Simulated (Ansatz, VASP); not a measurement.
## Mg, level by level in two programs

```
Mg
1.0
     3.14379    0.00000    0.00000
    -1.57189    2.72260    0.00000
     0.00000    0.00000    5.10394
Mg
2
Direct
  0.66667 0.33333 0.75000
  0.33333 0.66667 0.25000
```

Single points on this cell with VASP 6.6.1 and Ansatz 0.2.0. Each row is one pair of runs. Alike in all rows: spin: off; k mesh: 10 × 10 × 5; smearing: fermi-dirac, width 0.05 eV.

| level | VASP's potentials, cutoff | Ansatz's potentials, cutoff | gap on the k mesh at the Fermi level (eV), VASP | gap on the k mesh at the Fermi level (eV), Ansatz | pressure (GPa), VASP | pressure (GPa), Ansatz | largest component of the traceless stress (GPa), VASP | largest component of the traceless stress (GPa), Ansatz |
| --- | --- | --- | --- | --- | --- | --- | --- | --- |
| LDA | VASP PAW LDA potentials, release 64 (Mg), 520 eV | Ansatz PAW, 420 eV | none | none | -0.7 | -0.3 | 0.80 | 0.80 |
| PBE | VASP PAW PBE potentials, release 64 (Mg), 520 eV | Ansatz PAW, 420 eV | none | ? | 1.9 | ? | 0.71 | ? |
| r2SCAN | VASP PAW PBE potentials, release 64 (Mg), 520 eV | Ansatz PAW, 500 eV | none | none | 1.1 | 1.4 | 0.56 | 0.56 |
| PBEsol | VASP PAW PBE potentials, release 64 (Mg), 520 eV | Ansatz PAW, 420 eV | none | none | 1.2 | 1.3 | 0.70 | 0.71 |

Question: Fill in what Ansatz gave in row 2.

Answer: gap on the k mesh at the Fermi level (eV): none; pressure (GPa): 2.0; largest component of the traceless stress (GPa): 0.71.

A gap of «none» marks a metal or a gap that the smearing closes.

Caveats: the PAW data sets were made with another functional, which shifts forces and pressure a little (VASP); the PAW data sets come from PBE, with cores solved anew for the run's functional, which leaves a small shift of forces and pressure (Ansatz).
